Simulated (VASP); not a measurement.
# Mn (P6_3/mmc) in VASP: further runs

Runs on Mn. Level: PBE. Tasks: single point.

All numbers are computed with VASP 6.6.1; they aren't measurements. Logs are shortened: lines on timing, memory, paths and dates and some standing lists are left out, and cuts for length are marked.

## 1. Starting point

It takes space group P6_3/mmc (No. 194, hexagonal). Conventional cell: a = 2.484 Å, b = 2.484 Å, c = 4.026 Å, α = 90.00°, β = 90.00°, γ = 120.00°. Mn (site symmetry -6m2) has 12 Mn at 2.47 to 2.48 Å as nearest neighbours.

This isn't the form of Mn at room conditions, which is a 58-atom cubic cell.

## 2. Single point, PBE, collinear spin, ferromagnetic start

INCAR

```
PREC = Accurate
ENCUT = 460
EDIFF = 1E-6
ISMEAR = 1
SIGMA = 0.05
LREAL = F
LASPH = T
NELM = 100
ALGO = Normal
ISIF = 2
LWAVE = F
LCHARG = F
ISPIN = 2
MAGMOM = 4 4
LORBIT = 11
LMAXMIX = 4
GGA = PE
ADDGRID = F
```

KPOINTS

```
regular mesh
0
Gamma
  9 9 5
```

POSCAR

```
Mn
1.0
    2.4836457705      0.0000000000      0.0000000000
   -1.2418228853      2.1509003313      0.0000000000
    0.0000000000      0.0000000000      4.0261950000
Mn
2
Direct
    0.3333333333      0.6666666667      0.2500000000
    0.6666666667      0.3333333333      0.7500000000
```

Potentials or basis: VASP PAW PBE potentials, release 64 (Mn_pv).

On the command line:

```sh
$ cat potpaw_PBE.64/Mn_pv/POTCAR > POTCAR
$ mpirun -np 1 vasp_std > vasp.out
```

OUTCAR:

```text
PREC = Accurate
   ENCUT = 460
   EDIFF = 1E-6
   ISMEAR = 1
   LREAL = F
   LASPH = T
   NELM = 100
   ISIF = 2
   ISPIN = 2
   LORBIT = 11
   GGA = PE

 Found     36 irreducible k-points:

 Following reciprocal coordinates:
            Coordinates               Weight
  0.000000  0.000000  0.000000      1.000000
  0.111111  0.000000  0.000000      6.000000
  0.222222  0.000000  0.000000      6.000000
  0.333333  0.000000  0.000000      6.000000
  0.444444  0.000000  0.000000      6.000000
  0.111111  0.111111  0.000000      6.000000
   k-points           NKPTS =     36   k-points in BZ     NKDIM =     36   number of bands    NBANDS=     21
   number of dos      NEDOS =    301   number of ions     NIONS =      2
   total plane-waves  NPLWV =   9072
   dimension x,y,z NGX =    18 NGY =   18 NGZ =   28
   dimension x,y,z NGXF=    36 NGYF=   36 NGZF=   56
   ions per type =               2
   NGX,Y,Z   is equivalent  to a cutoff of  12.05, 12.05, 11.56 a.u.
   NGXF,Y,Z  is equivalent  to a cutoff of  24.10, 24.10, 23.12 a.u.
 SYSTEM =  unknown system
   PREC   = accura    normal or accurate (medium, high low for compatibility)
   ISTART =      0    job   : 0-new  1-cont  2-samecut
   ICHARG =      2    charge: 1-file 2-atom 10-const
   ISPIN  =      2    spin polarized calculation?
   LNONCOLLINEAR =      F non collinear calculations
   LSORBIT =      F    spin-orbit coupling
   LASPH  =      T    aspherical Exc in radial PAW
   ENCUT  =  460.0 eV  33.81 Ry    5.81 a.u.   4.34  4.34  7.04*2*pi/ulx,y,z
   NELM   =    100;   NELMIN=  2; NELMDL= -5     # of ELM steps
   EDIFF  = 0.1E-05   stopping-criterion for ELM
   LREAL  =      F    real-space projection
   EDIFFG = 0.1E-04   stopping-criterion for IOM
   NSW    =      0    number of steps for IOM
   IBRION =     -1    ionic relax: 0-MD 1-quasi-New 2-CG
   NFREE  =      0    steps in history (QN), initial steepest desc. (CG)
   ISIF   =      2    stress and relaxation
   ISYM   =      2    0-nonsym 1-usesym 2-fastsym
   POTIM  = 0.5000    time-step for ionic-motion
   TEBEG  =    0.0;   TEEND  =   0.0 temperature during run
   PSTRESS=    0.0 pullay stress
   NELECT =      26.0000    total number of electrons
   NUPDOWN=      -1.0000    fix difference up-down
   EMIN   =  10.00;   EMAX   =-10.00  energy-range for DOS
   EFERMI =   0.00;   METHOD = LEGACY
   ISMEAR =     1;   SIGMA  =   0.05  broadening in eV -4-tet -1-fermi 0-gaus
   EFERMI_NEDOS =   21; number of points for ismear=-14 and -15
   IALGO  =     38    algorithm
   IMIX   =      4    mixing-type and parameters
     AMIX     =   0.40;   BMIX     =  1.00
     AMIX_MAG =   1.60;   BMIX_MAG =  1.00
  volume/ion in A,a.u.               =      10.75        72.57
  Fermi-wavevector in a.u.,A,eV,Ry     =   1.743938  3.295565 41.379665  3.041320
  Thomas-Fermi vector in A             =   2.815914
   LORBIT       =     11    0 simple, 1 ext, 2 COOP (PROOUT), +10 PAW based schemes
   GGA     = PE    functional components
   LHFCALC =     F    Hartree Fock is set to
   AEXX    =    0.0000 exact exchange contribution
   IVDW    =     0    specifies the selected vdW correction
   LEPSILON=     F    determine dielectric tensor
   LRPA    =     F    only Hartree local field effects (RPA)
 spin polarized calculation
 Methfessel and Paxton  Order N= 1 SIGMA  =   0.05
  energy-cutoff  :      460.00
  volume of cell :       21.51
 maximum number of plane-waves:       513
 NGX is ok and might be reduce to    18
   NGX =  9   NGY =  9   NGZ = 15

 number of electron      26.0000014 magnetization       0.0001018

 number of electron      26.0000014 magnetization      -0.0001753

 Free energy of the ion-electron system (eV)
  ---------------------------------------------------
  ext. energy  EPLUGINS =         0.00000000
  ---------------------------------------------------
  free energy    TOTEN  =       -17.88058386 eV

  energy without entropy =      -17.88059774  energy(sigma->0) =      -17.88058848

 E-fermi :  10.3343     XC(G=0): -14.0147

 val. band max:       10.3189020913   @ k =   0.3333   0.2222   0.4000
 cond. band min:      10.3451257114   @ k =   0.1111   0.0000   0.0000
 fundamental gap:      0.0262236200
 Fermi energy:        10.3343477553

 spin component 1

 k-point     1 :       0.0000    0.0000    0.0000
  band No.  band energies     occupation
      1     -37.9241      1.00000
      2     -37.2437      1.00000
      3     -37.2437      1.00000
      4     -37.1550      1.00000
      5     -37.1406      1.00000
      6     -37.1406      1.00000
[... 13 lines left out ...]
     20      31.1206      0.00000
     21      34.3596      0.00000

 k-point     2 :       0.1111    0.0000    0.0000
  band No.  band energies     occupation
      1     -37.8941      1.00000
      2     -37.3098      1.00000
      3     -37.2645      1.00000
      4     -37.2086      1.00000
      5     -37.1663      1.00000
      6     -37.1505      1.00000
[... 13 lines left out ...]
     20      30.0002      0.00000
     21      32.7953      0.00000

 k-point     3 :       0.2222    0.0000    0.0000
  band No.  band energies     occupation
      1     -37.8113      1.00000
      2     -37.4786      1.00000
      3     -37.3762      1.00000
      4     -37.3154      1.00000
      5     -37.2015      1.00000
      6     -37.1774      1.00000
[... 13 lines left out ...]
     20      26.0090      0.00000
     21      30.5243      0.00000

 k-point     4 :       0.3333    0.0000    0.0000
  band No.  band energies     occupation
      1     -37.6990      1.00000
      2     -37.6726      1.00000
      3     -37.5594      1.00000
      4     -37.3712      1.00000
      5     -37.2594      1.00000
      6     -37.2103      1.00000
[... 13 lines left out ...]
     20      22.4057      0.00000
     21      27.9809      0.00000

 k-point     5 :       0.4444    0.0000    0.0000
  band No.  band energies     occupation
      1     -37.7999      1.00000
      2     -37.6752      1.00000
      3     -37.6000      1.00000
      4     -37.4065      1.00000
      5     -37.3228      1.00000
      6     -37.2323      1.00000
[... 13 lines left out ...]
     20      22.2827      0.00000
     21      25.5432      0.00000

 k-point     6 :       0.1111    0.1111    0.0000
  band No.  band energies     occupation
      1     -37.8374      1.00000
      2     -37.4092      1.00000
      3     -37.3622      1.00000
      4     -37.2701      1.00000
      5     -37.1897      1.00000
      6     -37.1813      1.00000
[... 13 lines left out ...]
     20      27.9327      0.00000
     21      29.0131      0.00000

 [... further k-points ...]

 spin component 2

 k-point     1 :       0.0000    0.0000    0.0000
  band No.  band energies     occupation
      1     -37.9242      1.00000
      2     -37.2438      1.00000
      3     -37.2438      1.00000
      4     -37.1551      1.00000
      5     -37.1407      1.00000
      6     -37.1407      1.00000
[... 13 lines left out ...]
     20      31.1205      0.00000
     21      34.3575      0.00000

 k-point     2 :       0.1111    0.0000    0.0000
  band No.  band energies     occupation
      1     -37.8942      1.00000
      2     -37.3099      1.00000
      3     -37.2646      1.00000
      4     -37.2087      1.00000
      5     -37.1664      1.00000
      6     -37.1506      1.00000
[... 13 lines left out ...]
     20      30.0001      0.00000
     21      32.7952      0.00000

 k-point     3 :       0.2222    0.0000    0.0000
  band No.  band energies     occupation
      1     -37.8114      1.00000
      2     -37.4787      1.00000
      3     -37.3763      1.00000
      4     -37.3155      1.00000
      5     -37.2016      1.00000
      6     -37.1775      1.00000
[... 13 lines left out ...]
     20      26.0090      0.00000
     21      30.5243      0.00000

 k-point     4 :       0.3333    0.0000    0.0000
  band No.  band energies     occupation
      1     -37.6991      1.00000
      2     -37.6727      1.00000
      3     -37.5595      1.00000
      4     -37.3713      1.00000
      5     -37.2595      1.00000
      6     -37.2104      1.00000
[... 13 lines left out ...]
     20      22.4057      0.00000
     21      27.9808      0.00000

 k-point     5 :       0.4444    0.0000    0.0000
  band No.  band energies     occupation
      1     -37.8000      1.00000
      2     -37.6753      1.00000
      3     -37.6001      1.00000
      4     -37.4066      1.00000
      5     -37.3229      1.00000
      6     -37.2324      1.00000
[... 13 lines left out ...]
     20      22.2826      0.00000
     21      25.5432      0.00000

 k-point     6 :       0.1111    0.1111    0.0000
  band No.  band energies     occupation
      1     -37.8375      1.00000
      2     -37.4093      1.00000
      3     -37.3623      1.00000
      4     -37.2703      1.00000
      5     -37.1898      1.00000
      6     -37.1814      1.00000
[... 13 lines left out ...]
     20      27.9326      0.00000
     21      29.0131      0.00000

 [... further k-points ...]

------------------------ aborting loop because EDIFF is reached ----------------------------------------

  FORCE on cell =-STRESS in cart. coord.  units (eV):
  Direction    XX          YY          ZZ          XY          YZ          ZX
  --------------------------------------------------------------------------------------
  -------------------------------------------------------------------------------------
  Total       -0.2025600     -0.2025600     -0.4420785      0.0000000      0.0000000     -0.0000000
  in kB      -15.0889696    -15.0889696    -32.9310214      0.0000000      0.0000000     -0.0000000
  external PRESSURE =     -21.0363202 kB  Pullay stress =       0.0000000 kB

 VOLUME and BASIS-vectors are now :
 -----------------------------------------------------------------------------
  energy-cutoff  :      460.00
  volume of cell :       21.51
      direct lattice vectors                 reciprocal lattice vectors
     2.483645770  0.000000000  0.000000000     0.402633907  0.232460795  0.000000000
    -1.241822885  2.150900331  0.000000000     0.000000000  0.464921589  0.000000000
     0.000000000  0.000000000  4.026195000     0.000000000  0.000000000  0.248373464

 POSITION                                       TOTAL-FORCE (eV/Angst)
 -----------------------------------------------------------------------------------
     -0.00000      1.43393      1.00655        -0.000000      0.000000      0.000000
      1.24182      0.71697      3.01965         0.000000     -0.000000      0.000000
 -----------------------------------------------------------------------------------
    total drift:                               -0.000000      0.000000     -0.000000

  FREE ENERGIE OF THE ION-ELECTRON SYSTEM (eV)
  ---------------------------------------------------
  free  energy   TOTEN  =       -17.8805838582 eV

  energy  without entropy=      -17.8805977381  energy(sigma->0) =      -17.88058848

 total charge

# of ion       s       p       d       tot
------------------------------------------
    1        0.427   6.399   5.159  11.985
    2        0.427   6.399   5.159  11.985
--------------------------------------------------
tot          0.853  12.798  10.317  23.969

 magnetization (x)

# of ion       s       p       d       tot
------------------------------------------
    1       -0.000  -0.000  -0.000  -0.000
    2       -0.000  -0.000  -0.000  -0.000
--------------------------------------------------
tot         -0.000  -0.000  -0.000  -0.000
```

It took 54 s on 1 thread of AMD EPYC, shared host; peak memory 0.11 GiB.

The run converged, but some of its settings lie outside the range that counts as converged, so its numbers aren't taken as properties of the crystal.

Results:

- Free energy: -17.8806 eV
- Pressure: -2.1 GPa
- Band gap on the k mesh: none (metal or under the smearing width)
- Net moment: 0.00 μB per cell
- Valence electrons inside the program's atomic spheres: Mn 11.98

Caveat: the starting moments collapsed, and a magnetic state may lie lower.

(Continued in part 2 of 3.)
